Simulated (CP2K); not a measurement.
# GaAs (F-43m) in CP2K: notebook

Runs on GaAs. Level: PBE. Tasks: band structure.

Program: CP2K 2026.2. These are calculated values, not measurements. Logs are shortened: lines on timing, memory, paths and dates and some standing lists are left out, and cuts for length are marked.

**What was measured.**

“Evidence of valence band perturbations in GaAsN/GaAs(001): A combined variable-angle spectroscopic ellipsometry and modulated photoreflectance investigation”, 2008, arxiv:0805.2212 reports, for a bulk crystal of GaAs at 300 K: band gap 1.412 ± 0.01 eV (direct).

The runs below are set against these values where they give the same quantity.

### 1 The crystal as given

It takes space group F-43m (No. 216, cubic). The conventional cell has a = 5.654 Å, b = 5.654 Å, c = 5.654 Å, α = 90.00°, β = 90.00°, γ = 90.00°. As (site symmetry -43m) has 4 Ga at 2.45 Å as nearest neighbours. Ga (site symmetry -43m) is surrounded by 4 As at 2.45 Å.

### 2 Band structure, PBE

Contents of gaas_bands.inp:

```
&GLOBAL
  PROJECT gaas_bands
  RUN_TYPE ENERGY_FORCE
  PRINT_LEVEL LOW
&END GLOBAL
&FORCE_EVAL
  METHOD QS
  STRESS_TENSOR ANALYTICAL
  &DFT
    BASIS_SET_FILE_NAME BASIS_MOLOPT
    POTENTIAL_FILE_NAME GTH_POTENTIALS
    &MGRID
      CUTOFF 450
      REL_CUTOFF 60
      NGRIDS 5
    &END MGRID
    &QS
      METHOD GPW
      EPS_DEFAULT 1.0E-10
    &END QS
    &KPOINTS
      SCHEME MONKHORST-PACK 8 8 8
      GAMMA_CENTERED T
      SYMMETRY T
      SYMMETRY_BACKEND SPGLIB
    &END KPOINTS
    &SCF
      SCF_GUESS ATOMIC
      EPS_SCF 1.0E-6
      MAX_SCF 100
      ADDED_MOS 10
      CHOLESKY OFF
      EPS_EIGVAL 1.0E-7
      &DIAGONALIZATION ON
        ALGORITHM STANDARD
      &END DIAGONALIZATION
      &MIXING ON
        METHOD BROYDEN_MIXING
        ALPHA 0.4
        BETA 1.5
        NBUFFER 8
      &END MIXING
      &SMEAR ON
        METHOD FERMI_DIRAC
        ELECTRONIC_TEMPERATURE 580.23
      &END SMEAR
    &END SCF
    &XC
      &XC_FUNCTIONAL
        &GGA_X_PBE
        &END GGA_X_PBE
        &GGA_C_PBE
        &END GGA_C_PBE
      &END XC_FUNCTIONAL
    &END XC
    &PRINT
      &KPOINTS ON
      &END KPOINTS
      &MULLIKEN ON
      &END MULLIKEN
      &MO ON
        ENERGIES T
        OCCUPATION_NUMBERS T
        &EACH
          QS_SCF 0
        &END EACH
        ADD_LAST NUMERIC
      &END MO
      &LOWDIN ON
      &END LOWDIN
      &HIRSHFELD ON
        SHAPE_FUNCTION DENSITY
      &END HIRSHFELD
      &BAND_STRUCTURE
        FILE_NAME bands.bs
        ADDED_MOS 6
        &KPOINT_SET
          UNITS B_VECTOR
          NPOINTS 10
          SPECIAL_POINT GAMMA 0.00000000 0.00000000 0.00000000
          SPECIAL_POINT X 0.50000000 0.00000000 0.50000000
          SPECIAL_POINT W 0.50000000 0.25000000 0.75000000
          SPECIAL_POINT K 0.37500000 0.37500000 0.75000000
          SPECIAL_POINT GAMMA 0.00000000 0.00000000 0.00000000
          SPECIAL_POINT L 0.50000000 0.50000000 0.50000000
          SPECIAL_POINT U 0.62500000 0.25000000 0.62500000
          SPECIAL_POINT W 0.50000000 0.25000000 0.75000000
          SPECIAL_POINT L 0.50000000 0.50000000 0.50000000
          SPECIAL_POINT K 0.37500000 0.37500000 0.75000000
        &END KPOINT_SET
        &KPOINT_SET
          UNITS B_VECTOR
          NPOINTS 10
          SPECIAL_POINT U 0.62500000 0.25000000 0.62500000
          SPECIAL_POINT X 0.50000000 0.00000000 0.50000000
        &END KPOINT_SET
      &END BAND_STRUCTURE
    &END PRINT
  &END DFT
  &SUBSYS
    &CELL
      A 3.9977696088 0.0000000000 0.0000000000
      B 1.9988848044 3.4621700397 0.0000000000
      C 1.9988848044 1.1540566799 3.2641652169
      PERIODIC XYZ
    &END CELL
    &COORD
      SCALED
      As  0.7500000000 0.7500000000 0.7500000000
      Ga  0.0000000000 0.0000000000 0.0000000000
    &END COORD
    &KIND As
      BASIS_SET DZVP-MOLOPT-SR-GTH-q5
      POTENTIAL GTH-PBE-q5
    &END KIND
    &KIND Ga
      BASIS_SET DZVP-MOLOPT-SR-GTH-q13
      POTENTIAL GTH-PBE-q13
    &END KIND
    &PRINT
      &ATOMIC_COORDINATES ON
      &END ATOMIC_COORDINATES
      &CELL ON
      &END CELL
    &END PRINT
  &END SUBSYS
  &PRINT
    &FORCES ON
    &END FORCES
    &STRESS_TENSOR ON
    &END STRESS_TENSOR
  &END PRINT
&END FORCE_EVAL
```

Potentials or basis: GTH_POTENTIALS As GTH-PBE-q5, Ga GTH-PBE-q13; DZVP-MOLOPT-SR-GTH basis.

On the command line:

```sh
OMP_NUM_THREADS=1 cp2k.psmp -i gaas_bands.inp -o gaas_bands.out
```

gaas_bands.out:

```text

 CP2K| version string:                                       CP2K version 2026.2
 CP2K| Input file name                                            gaas_bands.inp

 GLOBAL| Force Environment number                                              1
 GLOBAL| Basis set file name                                        BASIS_MOLOPT
 GLOBAL| Potential file name                                      GTH_POTENTIALS
 GLOBAL| MM Potential file name                                     MM_POTENTIAL
 GLOBAL| Coordinate file name                                      __STD_INPUT__
 GLOBAL| Method name                                                        CP2K
 GLOBAL| Project name                                                 gaas_bands
 GLOBAL| Run type                                                   ENERGY_FORCE
 GLOBAL| FFT library                                                       FFTW3
 GLOBAL| Diagonalization library                                       ScaLAPACK
 GLOBAL| Cholesky decomposition library                                ScaLAPACK
 GLOBAL| DGEMM library                                                      BLAS
 GLOBAL| Direct generalized diagonalization requested                          F
 GLOBAL| Matrix multiplication library                                 ScaLAPACK
 GLOBAL| Global print level                                                  LOW
 GLOBAL| Total number of message passing processes                             1
 GLOBAL| Number of threads for this process                                    1
 GLOBAL| CPU model name                                                  UNKNOWN

 CELL| Volume [angstrom^3]:                                            45.179174
 CELL| Vector a [angstrom]:       3.998     0.000     0.000   |a| =     3.997770
 CELL| Vector b [angstrom]:       1.999     3.462     0.000   |b| =     3.997770
 CELL| Vector c [angstrom]:       1.999     1.154     3.264   |c| =     3.997770
 CELL| Angle (b,c), alpha [degree]:                                    60.000000
 CELL| Angle (a,c), beta  [degree]:                                    60.000000
 CELL| Angle (a,b), gamma [degree]:                                    60.000000
 CELL| Numerically orthorhombic:                                              NO
 CELL| Periodicity                                                           XYZ

 CELL_REF| Volume [angstrom^3]:                                        45.179174
 CELL_REF| Vector a [angstrom     3.998     0.000     0.000   |a| =     3.997770
 CELL_REF| Vector b [angstrom     1.999     3.462     0.000   |b| =     3.997770
 CELL_REF| Vector c [angstrom     1.999     1.154     3.264   |c| =     3.997770
 CELL_REF| Angle (b,c), alpha [degree]:                                60.000000
 CELL_REF| Angle (a,c), beta  [degree]:                                60.000000
 CELL_REF| Angle (a,b), gamma [degree]:                                60.000000
 CELL_REF| Numerically orthorhombic:                                          NO
 CELL_REF| Periodicity                                                       XYZ
[... 10 lines left out ...]

  Total number of            - Atomic kinds:                                   2
                             - Atoms:                                          2
                             - Shell sets:                                     2
                             - Shells:                                        12
                             - Primitive Cartesian functions:                 10
[... 479 lines left out ...]
 MO|     19               0.831044              22.613844               0.000000
 MO| Sum:                                                              18.000000
 MO| E(Fermi):            0.168613 a.u.          4.588201 eV
 MO| Band gap:            0.179429 a.u.          4.882525 eV

 [... the levels of further k-points ...]

 !-----------------------------------------------------------------------------!
                     Mulliken Population Analysis

 #  Atom  Element  Kind  Atomic population                           Net charge
       1     As       1          5.202900                             -0.202900
       2     Ga       2         12.797100                              0.202900
 # Total charge                             18.000000                  0.000000

 !-----------------------------------------------------------------------------!

 !-----------------------------------------------------------------------------!
                           Hirshfeld Charges

  #Atom  Element  Kind  Ref Charge     Population                    Net charge
      1       As     1       5.000          5.134                        -0.134
      2       Ga     2      13.000         12.866                         0.134

  Total Charge                                                           -0.000
 !-----------------------------------------------------------------------------!

 LOWDIN POPULATION ANALYSIS

 #  Atom  Element  Kind  Atomic population                           Net charge
       1     As       1          4.170072                              0.829928
       2     Ga       2         13.829928                             -0.829928
 # Total charge                             18.000000                  0.000000

 KPOINTS| Band Structure Calculation
 KPOINTS| Number of k-point sets                                               2
 KPOINTS| Number of added MOs/bands                                            6
 KPOINTS| Number of k-points in set    1                                      91
 KPOINTS| In units of b-vector [2pi/Bohr]
 KPOINTS| Special point     1       GAMMA     0.000000     0.000000     0.000000
 KPOINTS| Special point     2           X     0.500000     0.000000     0.500000
 KPOINTS| Special point     3           W     0.500000     0.250000     0.750000
 KPOINTS| Special point     4           K     0.375000     0.375000     0.750000
 KPOINTS| Special point     5       GAMMA     0.000000     0.000000     0.000000
 KPOINTS| Special point     6           L     0.500000     0.500000     0.500000
 KPOINTS| Special point     7           U     0.625000     0.250000     0.625000
 KPOINTS| Special point     8           W     0.500000     0.250000     0.750000
 KPOINTS| Special point     9           L     0.500000     0.500000     0.500000
 KPOINTS| Special point    10           K     0.375000     0.375000     0.750000
 KPOINTS| Number of k-points in set    2                                      11
 KPOINTS| In units of b-vector [2pi/Bohr]
 KPOINTS| Special point     1           U     0.625000     0.250000     0.625000
 KPOINTS| Special point     2           X     0.500000     0.000000     0.500000

 ENERGY| Total FORCE_EVAL ( QS ) energy [hartree]            -80.923272249792760

 FORCES| Atomic forces [hartree/bohr]
 FORCES|   Atom     x               y               z               |f|
 FORCES|      1 -5.43085372E-05 -3.13667854E-05 -2.21205258E-05   6.65027075E-05
 FORCES|      2 -4.00474905E-05 -2.31096677E-05 -1.63998886E-05   4.90592966E-05
 FORCES| Sum    -9.43560277E-05 -5.44764531E-05 -3.85204144E-05
 FORCES| Total atomic force                                       1.15561958E-04

 STRESS| Analytical stress tensor [bar]
 STRESS|                        x                   y                   z
 STRESS|      x        4.26809157799E+04   5.36623020530E+02   3.79178272007E+02
 STRESS|      y        5.36623020530E+02   4.20614239292E+04   2.19223391104E+02
 STRESS|      z        3.79178272007E+02   2.19223391104E+02   4.19067230630E+04
 STRESS| 1/3 Trace                                             4.22163542574E+04
 STRESS| Determinant                                           7.52117141922E+13

 STRESS| Eigenvectors and eigenvalues of the analytical stress tensor [bar]
 STRESS|                        1                   2                   3
 STRESS| Eigenvalues   4.17514476793E+04   4.17519991982E+04   4.31456158947E+04
 STRESS|      x          -0.307670601879     -0.488620869326      0.816448679832
 STRESS|      y           0.843716172036      0.256576099277      0.471499444670
 STRESS|      z          -0.439865686073      0.833917472739      0.333316406552
```

Run time: 24 s. Hardware: 1 thread of Arm Neoverse V2, shared host; peak memory 0.28 GiB.

Results:

| Item | Value |
| --- | --- |
| Free energy | -2202.0342 eV |
| Pressure | 4.2 GPa |
| Band gap on the k mesh | 0.50 eV, direct |
| Band gap along the path | 0.50 eV, direct |
| Mulliken charges | As -0.20; Ga +0.20 e |
| Hirshfeld charges | As -0.13; Ga +0.13 e |

Levels at the corners of the path, in eV from the valence-band top:
```tsv
point	band 5	band 6	band 7	band 8	band 9	band 10	band 11	band 12	band 13	band 14
Γ	-14.83	-12.75	0.00	0.00	0.00	0.50	3.77	3.77	3.77	10.82
X	-14.81	-10.26	-6.85	-2.70	-2.70	1.56	1.68	10.45	10.45	11.28
W	-14.82	-10.20	-6.67	-3.55	-3.37	4.67	4.84	5.61	6.35	11.42
K	-14.82	-10.30	-6.66	-3.88	-2.28	2.01	4.74	8.29	8.30	8.94
Γ	-14.83	-12.75	0.00	0.00	0.00	0.50	3.77	3.77	3.77	10.82
L	-14.82	-11.00	-6.66	-1.15	-1.15	1.01	4.75	4.75	8.85	11.45
U	-14.82	-10.30	-6.66	-3.88	-2.28	2.01	4.74	8.29	8.30	8.94
W	-14.82	-10.20	-6.67	-3.55	-3.37	4.67	4.84	5.61	6.35	11.42
L	-14.82	-11.00	-6.66	-1.15	-1.15	1.01	4.75	4.75	8.85	11.45
K	-14.82	-10.30	-6.66	-3.88	-2.28	2.01	4.74	8.29	8.30	8.94
U	-14.82	-10.30	-6.66	-3.88	-2.28	2.01	4.74	8.29	8.30	8.94
X	-14.81	-10.26	-6.85	-2.70	-2.70	1.56	1.68	10.45	10.45	11.28
```

Caveat: Mulliken charges move with the basis; the basis of atomic orbitals isn't converged, which shifts pressures, moduli and gaps; the real-space grid breaks the cell's symmetry a little.

### 3 Band structure, PBE

gaas_bands.inp, as its differences from that of step 2:

```diff
@@ -113,3 +113,3 @@
       BASIS_SET DZVP-MOLOPT-SR-GTH-q5
-      POTENTIAL GTH-PBE-q5
+      POTENTIAL GTH-PADE-q5
     &END KIND
@@ -117,3 +117,3 @@
       BASIS_SET DZVP-MOLOPT-SR-GTH-q13
-      POTENTIAL GTH-PBE-q13
+      POTENTIAL GTH-PADE-q13
     &END KIND
```

Potentials or basis: GTH_POTENTIALS As GTH-PADE-q5, Ga GTH-PADE-q13; DZVP-MOLOPT-SR-GTH basis.

On the command line:

```sh
OMP_NUM_THREADS=1 cp2k.psmp -i gaas_bands.inp -o gaas_bands.out
```

Run time: 24 s. Hardware: 1 thread of Arm Neoverse V2, shared host; peak memory 0.28 GiB.

It converged, with:

```yaml
Free_energy: -2209.3153 eV
Pressure: 2.0 GPa
Band_gap_on_the_k_mesh: 0.54 eV, direct
Band_gap_along_the_path: 0.54 eV, direct
Mulliken_charges: As -0.31; Ga +0.31 e
Hirshfeld_charges: As -0.15; Ga +0.15 e
```

Levels at the corners of the path, in eV from the valence-band top:
| point | band 6 | band 7 | band 8 | band 9 | band 10 | band 11 | band 12 | band 13 |
| --- | --- | --- | --- | --- | --- | --- | --- | --- |
| Γ | -12.72 | 0.00 | 0.00 | 0.00 | 0.54 | 3.90 | 3.90 | 3.90 |
| X | -10.31 | -6.72 | -2.63 | -2.63 | 1.71 | 1.82 | 10.46 | 10.46 |
| W | -10.26 | -6.54 | -3.46 | -3.27 | 4.71 | 4.92 | 5.73 | 6.52 |
| K | -10.35 | -6.54 | -3.78 | -2.21 | 2.15 | 4.82 | 8.35 | 8.39 |
| Γ | -12.72 | 0.00 | 0.00 | 0.00 | 0.54 | 3.90 | 3.90 | 3.90 |
| L | -11.02 | -6.55 | -1.12 | -1.12 | 1.11 | 4.88 | 4.88 | 8.92 |
| U | -10.35 | -6.54 | -3.78 | -2.21 | 2.15 | 4.82 | 8.35 | 8.39 |
| W | -10.26 | -6.54 | -3.46 | -3.27 | 4.71 | 4.92 | 5.73 | 6.52 |
| L | -11.02 | -6.55 | -1.12 | -1.12 | 1.11 | 4.88 | 4.88 | 8.92 |
| K | -10.35 | -6.54 | -3.78 | -2.21 | 2.15 | 4.82 | 8.35 | 8.39 |
| U | -10.35 | -6.54 | -3.78 | -2.21 | 2.15 | 4.82 | 8.35 | 8.39 |
| X | -10.31 | -6.72 | -2.63 | -2.63 | 1.71 | 1.82 | 10.46 | 10.46 |

Caveat: Mulliken charges move with the basis; the potentials were made for another functional, which shifts forces and pressure; the basis of atomic orbitals isn't converged, which shifts pressures, moduli and gaps; the real-space grid breaks the cell's symmetry a little.

(Continued in part 2 of 2.)
